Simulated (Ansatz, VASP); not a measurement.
One calculation of TePb, two programs

Contents of INCAR:

```
SYSTEM = TePb
PREC     = Accurate       ! precision mode
ENCUT    = 520            ! plane-wave cutoff, eV
EDIFF    = 1E-6           ! SCF threshold, eV
ISMEAR   = 0              ! smearing method
SIGMA    = 0.05           ! smearing width, eV
LREAL    = .FALSE.        ! projectors in reciprocal space
LASPH    = .TRUE.         ! aspherical terms in the spheres
NELM     = 80             ! most SCF steps
ALGO     = Normal         ! electronic algorithm
ISIF     = 2              ! what is computed and relaxed
LWAVE    = .FALSE.        ! write WAVECAR
LCHARG   = .FALSE.        ! write CHGCAR
GGA      = PS             ! functional
NBANDS   = 17             ! bands
```

Contents of KPOINTS:

```
Automatic mesh
0
G
  8 8 8
  0 0 0
```

File POSCAR:

```
TePb
1.0
    0.0000000000      3.2270000000      3.2270000000
    3.2270000000      0.0000000000      3.2270000000
    3.2270000000      3.2270000000      0.0000000000
Te Pb
1 1
Direct
    0.5000000000      0.5000000000      0.5000000000
    0.0000000000      0.0000000000      0.0000000000
```

Input for Ansatz:

```yaml
crystal:
  lattice:
    - [0.0, 3.227, 3.227]
    - [3.227, 0.0, 3.227]
    - [3.227, 3.227, 0.0]
  atoms:
    - { symbol: Te, position: [0.5, 0.5, 0.5] }
    - { symbol: Pb, position: [0.0, 0.0, 0.0] }
basis:
  ecutwfc: 420
kpoints:
  mp_grid: { grid: [8, 8, 8] }
hamiltonian:
  xc: pbesol
scf:
  occupations: { method: gaussian, width: 0.05 }
output:
  forces: true
  stress: true
  eigenvalues: true
```

Alike in both runs: task single point; functional PBEsol; k mesh 8 × 8 × 8; occupations gaussian, width 0.05 eV; no spin polarisation.

|  | VASP | Ansatz |
| --- | --- | --- |
| version | VASP 6.6.1 | Ansatz 0.2.0 |
| potentials or method | VASP PAW PBE potentials, release 64 (Te, Pb_d) | scalar-relativistic, plane waves, PAW |
| plane-wave cutoff (eV) | 520 | 420 |
| valence electrons in the cell | 20 | 30 |

|  | VASP | Ansatz | Ansatz less VASP |
| --- | --- | --- | --- |
| gap on the k mesh at the Fermi level (eV) | 0.66 | 0.66 | -0.004 |
| least direct gap on the mesh (eV) | 0.66 | 0.66 | -0.004 |
| pressure (GPa) | -0.3 | -0.2 | +0.03 |

The two sets of potentials don't hold the same shells in valence.

Caveats: the PAW data sets were made with another functional, which shifts forces and pressure a little (VASP); spin-orbit coupling is left out, which as a rule narrows the gap of such compounds by several tenths of an eV. A k mesh can miss the band edges.
